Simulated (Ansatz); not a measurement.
**Random displacements in Si₂Mo**

The calculation used DFT r2SCAN, scalar-relativistic, plane waves, PAW in Ansatz 0.2.0. The runs took a 500 eV cutoff, a Γ-centred 12×12×6 mesh and Gaussian smearing (0.03 eV). No spin polarisation. Energies are free energies at this smearing, counted from the undisturbed cell; pressure is positive in compression.

Reference structure (relaxed at this level; this form isn't the usual structure):

```xyz
9
Lattice="4.5840 0.0000 0.0000 -2.2920 3.9698 0.0000 0.0000 0.0000 6.5768" Properties=species:S:1:pos:R:3 pbc="T T T"
Si   -1.1653    3.3193    5.4807
Si    1.1267    0.6505    1.0961
Si    2.2920    2.6688    3.2884
Si    3.4573    0.6505    5.4807
Si    1.1653    3.3193    1.0961
Si    0.0000    1.3010    3.2884
Mo    2.2920    0.0000    3.2884
Mo   -1.1460    1.9849    1.0961
Mo    1.1460    1.9849    5.4807
```

After a displacement of all atoms with no net shift and a strain of the cell, the run gives ΔE = 32.1 meV/atom; stress (xx, yy, zz, yz, xz, xy; compression positive) (-10.24, -2.55, -1.35, -1.17, 1.10, -3.51) GPa.

```csv
atom,Fx (eV/Å),Fy,Fz
Si1,-0.351,0.086,-0.271
Si2,-0.159,-0.461,0.385
Si3,0.255,-0.488,0.074
Si4,-0.072,0.160,0.672
Si5,0.014,0.457,-0.479
Si6,0.163,0.522,-0.589
Mo7,-0.809,0.221,0.148
Mo8,0.524,-0.289,-0.394
Mo9,0.435,-0.208,0.454
```

**Question.** Which displacements (Å, in the unstrained cell) and strain were applied?

**Answer.**
| atom | ux | uy | uz |
| --- | --- | --- | --- |
| Si1 | 0.05 | 0.00 | 0.03 |
| Si2 | 0.00 | 0.05 | -0.03 |
| Si3 | -0.01 | 0.04 | 0.00 |
| Si4 | 0.01 | -0.02 | -0.04 |
| Si5 | -0.01 | -0.03 | 0.03 |
| Si6 | -0.01 | -0.05 | 0.03 |
| Mo7 | 0.03 | -0.01 | -0.01 |
| Mo8 | -0.03 | 0.01 | 0.02 |
| Mo9 | -0.03 | 0.01 | -0.03 |
Strain (Voigt, engineering shear): (0.0277, 0.0055, -0.0050, 0.0038, -0.0086, 0.0229).

Cost: 1 run of about 14 core-minutes, on Intel Xeon Processor @ 2.50GHz (Skylake/Cascade Lake) (shared hosts).